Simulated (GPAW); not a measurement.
A run of GPAW 26.7.0 is set up as follows.

run.py

```python
from ase.calculators.mixing import SumCalculator
from ase.eos import EquationOfState
from ase.io import Trajectory, read
from ase.units import GPa
from dftd4.ase import DFTD4
from gpaw import GPAW, PW, setup_paths

setup_paths.insert(0, '.')

atoms = read('InP.xyz')

traj = Trajectory('eos.traj', 'w')
volumes, energies = [], []
for x in [0.94, 0.96, 0.98, 1.0, 1.02, 1.04, 1.06]:
    a = atoms.copy()
    a.set_cell(atoms.cell * x**(1 / 3), scale_atoms=True)
    calc = GPAW(mode=PW(600),
                xc='PBEsol',
                kpts={'size': (6, 6, 6), 'gamma': True},
                occupations={'name': 'fermi-dirac', 'width': 0.05},
                nbands=18,
                convergence={'density': 1e-05, 'energy': 1e-05},
                maxiter=150,
                txt=f'eos-{x:.2f}.txt')
    a.calc = SumCalculator([calc, DFTD4(method='pbesol')])
    energies.append(a.get_potential_energy())
    volumes.append(a.get_volume())
    p = -a.get_stress()[:3].mean() / GPa
    calc.write(f'eos-{x:.2f}.gpw')
    traj.write(a)
    print(f'{x:.2f} {volumes[-1]:10.4f} A^3 {energies[-1]:14.6f} eV {p:9.3f} GPa', flush=True)

v0, e0, B = EquationOfState(volumes, energies, eos='birchmurnaghan').fit()
print(f'V0 = {v0:.4f} A^3, E0 = {e0:.6f} eV, B0 = {B / GPa:.2f} GPa')
```

The input InP.xyz:

```xyz
2
Lattice="0.0000000000 2.9305000000 2.9305000000 2.9305000000 0.0000000000 2.9305000000 2.9305000000 2.9305000000 0.0000000000" Properties=species:S:1:pos:R:3 pbc="T T T"
In     0.0000000000      0.0000000000      0.0000000000
P      4.3957500000      4.3957500000      4.3957500000
```

Potentials or basis: PAW data sets generated in the run's folder for this functional, pw.

The run is started by

```bash
$ gpaw-setup -f PBEsol In P
$ OMP_NUM_THREADS=1 python run.py
```

(1) Estimate the bulk modulus.

(2) What does it give for the pressure derivative of the bulk modulus?

Results:

(1) 71 GPa.

(2) 4.7.

**Experimental background.**

From a printed reference work, data compilation, for a bulk crystal of InP: bulk modulus 71 GPa.

Measured bulk modulus of InP: 71 GPa (a printed reference work, data compilation). This calculation gives 71 GPa (+0.1 %). That is within the rounding of the quoted value. The fit is for a static lattice scaled at fixed shape and fixed fractional positions.
